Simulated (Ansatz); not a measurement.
## Ionic part of the dielectric constant of AlN at 25 GPa, mode by mode

Theory: DFT PBEsol, scalar-relativistic, plane waves, PAW in Ansatz. Plane waves to 420 eV; Γ-centred k mesh 10×10×10; fixed occupations. No spin polarisation. Phonons by linear response, acoustic sum rule imposed.

The structure is cubic, space group F-43m (No. 216). The conventional cell has a = 4.231 Å, b = 4.231 Å, c = 4.231 Å, α = 90.00°, β = 90.00°, γ = 90.00°. Al (site symmetry -43m) is surrounded by 4 N at 1.83 Å. Around N (site symmetry -43m) lie 4 Al at 1.83 Å.

Other phases may be more stable at this pressure.

The primitive cell has V = 18.93 Å³ and ε∞,yy = 4.485. Each polar mode adds Δε = (4.92064×10⁷/V)·S/ν² along y, with S its oscillator strength in e²/amu, ν in cm⁻¹ and V in Å³.

Q: From these modes, find each Δε and ε0,yy.
```tsv
ν (cm⁻¹)	S_yy (e²/amu)
748.4	0.6969
```

A:
```csv
ν (cm⁻¹),Δε
748.4,3.23
```

The sum is 3.234, so ε0,yy = 7.72; the run's tensor has 7.72.

Q: Where do the longitudinal modes lie for a wave vector along y?

A: At 982 cm⁻¹. The Lyddane–Sachs–Teller product Π(ν_LO/ν_TO)² = 1.72 matches ε0/ε∞ = 1.72.

This zinc-blende form isn't the usual stable structure of the compound at low pressure.

Cost: 1 run of about 0.46 core-minutes, on Arm Neoverse V1 (shared hosts).